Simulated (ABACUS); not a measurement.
## AlN under changes of volume

One of the cells (10.451 Å³/atom); the others are scaled copies at fixed shape and fractional positions:

```
Al N
1.0
     3.11300    0.00000    0.00000
    -1.55650    2.69594    0.00000
     0.00000    0.00000    4.98100
Al N
2 2
Direct
  0.66667 0.33333 0.50000
  0.33333 0.66667 0.00000
  0.66667 0.33333 0.88000
  0.33333 0.66667 0.38000
```

| Property | Result |
| --- | --- |
| Program | ABACUS 3.10.1 |
| Functional | PBEsol |
| Potentials or basis | PseudoDojo NC SR 0.4.1 PBEsol standard |
| Cutoff | 1143 eV |
| Density cutoff | 4572 eV |
| Basis | plane waves |
| k mesh | 10 × 10 × 6 |
| Occupations | fermi-dirac, width 0.05 eV |
| Spin | no spin polarisation |

```csv
volume (Å³/atom),energy over the lowest point (meV/atom),pressure (GPa),gap on the mesh (eV),largest force (eV/Å)
9.824,26.77,14.2,4.69,0.182
10.033,?,?,?,?
10.242,2.90,4.4,4.31,0.148
10.451,0.00,0.1,4.14,0.132
10.660,2.37,-3.7,3.96,0.117
10.869,9.53,-7.2,3.80,0.104
11.078,21.03,-10.4,3.64,0.091
```

**Question.** What does the run at 10.033 Å³/atom give?

**Answer.** Energy over the lowest point 11.63 meV/atom; pressure 9.1 GPa; gap on the mesh 4.50 eV; largest force 0.164 eV/Å.

Worked out: A Birch-Murnaghan fit of order 3 (a polynomial in V^(-2/3)) to the other rows has its minimum at 10.46 Å³/atom with B0 = V·E''(V) = 202 GPa and B' = 3.9 at fixed shape and positions, which overstates the stiffness. It gives 11.62 meV/atom at 10.033 Å³/atom, against the run's 11.63, and -dE/dV = 9.1 GPa, against 9.1. A straight line through the other rows of the gap, of slope -8.74 eV per unit of ln V (its deformation potential), gives 4.50 eV, against the run's 4.50.

Energies are extrapolated to zero smearing.

Caveats: there are fewer bands than atomic start orbitals, so a level may be missed at k points of high symmetry.

A mesh can miss the band edges.
